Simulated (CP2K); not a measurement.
PtS2:

```xyz
3
Lattice="3.5432 0.0000 0.0000 -1.7716 3.0685 0.0000 0.0000 0.0000 5.0388" Properties=species:S:1:pos:R:3 pbc="T T T"
Pt    0.0000    0.0000    0.0000
S     1.7716    1.0228    3.8950
S     0.0000    2.0457    1.1438
```

Program: CP2K 2026.2. Alike in all runs: task band structure; no spin polarisation; cell as given; k mesh 9 × 9 × 5.

**Question.** Order these runs on this cell by their pressure, lowest first.
A. level PBEsol; potentials or basis POTENTIAL_UZH Pt GTH-PBE-q18, S GTH-PBE-q6; TZVP-MOLOPT-PBE-GTH basis; smearing fermi-dirac 0.05 eV; NGRIDS 5; points a segment of the path (NPOINTS) 10; bands added on the path 2; CUTOFF of the grids 450 Ry
B. level r2SCAN; potentials or basis POTENTIAL_UZH Pt GTH-SCAN-q18, S GTH-SCAN-q6; TZVP-MOLOPT-SCAN-GTH basis; smearing fermi-dirac 0.01 eV; NGRIDS 4; points a segment of the path (NPOINTS) 10; bands added on the path 2; CUTOFF of the grids 675 Ry
C. level LDA; potentials or basis GTH_POTENTIALS Pt GTH-PADE-q18, S GTH-PADE-q6; TZVP-MOLOPT-PBE-GTH basis; smearing fermi-dirac 0.0259 eV; NGRIDS 5; points a segment of the path (NPOINTS) 6; bands added on the path 4; CUTOFF of the grids 450 Ry

**Answer.** C (-0.5 GPa), A (7.9 GPa), B (11.1 GPa).

Caveats: the basis of atomic orbitals isn't converged, which shifts pressures, moduli and gaps; the potentials were made for another functional, which shifts forces and pressure (some runs).

Runs at the PBE level aren't shown here.
